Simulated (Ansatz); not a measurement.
# Bands of ZnS

```xyz
2
Lattice="0.0000 2.5517 2.5517 2.5517 0.0000 2.5517 2.5517 2.5517 0.0000" Properties=species:S:1:pos:R:3 pbc="T T T"
Zn    0.0000    0.0000    0.0000
S     2.5517    2.5517    2.5517
```

Atoms are numbered in the order listed.

The cell was built from the rocksalt type and relaxed in the same program, and has space group Fm-3m; it needn't be a known or the stable phase.

Theory: DFT, PBE, all-electron LAPW, scalar-relativistic in Ansatz 0.2.0.

Sampling and basis: a Γ-centred 15×15×15 k mesh, Fermi–Dirac smearing of 0.05 eV, basis error target 1 meV/atom, no spin polarisation.

Points in fractions of the reciprocal vectors of this cell: Γ (0, 0, 0), X (0.5, 0, 0.5), U (0.625, 0.25, 0.625), K (0.375, 0.375, 0.75), L (0.5, 0.5, 0.5), W (0.5, 0.25, 0.75). The path joins them by straight lines in the order Γ–X–U–K–Γ–L–W–X; legs that retrace an earlier one aren't tabulated. Energies are in eV from the Fermi level.

Problem. List the levels at W between -5 and 5 eV.

Solution. -3.95 (×2), -3.60, 3.40.

Problem. List the levels at L between -5 and 5 eV.

Solution. -0.17 (×2), 3.79.

Problem. List the levels at U between -5 and 5 eV.

Solution. -4.46, -4.29, -1.76, 1.72.

Problem. What is the band gap?

Solution. None at this level of theory (metallic, semimetallic, or a small gap that the functional closes).
